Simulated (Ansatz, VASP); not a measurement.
# One calculation of AlN, two programs

```
CELL_PARAMETERS angstrom
3.10940 0.00000 0.00000
-1.55470 2.69282 0.00000
0.00000 0.00000 4.97853
ATOMIC_POSITIONS crystal
Al 0.33333 0.66667 0.00006
Al 0.66667 0.33333 0.50006
N 0.33333 0.66667 0.38194
N 0.66667 0.33333 0.88194
```

Alike in both runs: functional PBE; dispersion D3(BJ); k mesh 9 × 9 × 6; occupations gaussian, width 0.02 eV; no spin polarisation.

Ansatz relaxed the structure, and its values are those at the end. VASP's run is a single point on that final structure, the one shown.

|  | VASP | Ansatz |
| --- | --- | --- |
| version | VASP 6.6.1 | Ansatz 0.2.0 |
| potentials or method | VASP PAW PBE potentials, release 64 (Al, N) | scalar-relativistic, plane waves, PAW |
| plane-wave cutoff (eV) | 520 | 420 |
| valence electrons in the cell | 16 | 16 |

```csv
,VASP,Ansatz,Ansatz less VASP
gap on the k mesh at the Fermi level (eV),4.22,4.21,-0.011
least direct gap on the mesh (eV),4.22,4.21,-0.011
pressure (GPa),-0.3,0.0,+0.25
```

Caveats: an odd mesh through Γ misses points on the zone boundary, where band edges often lie.
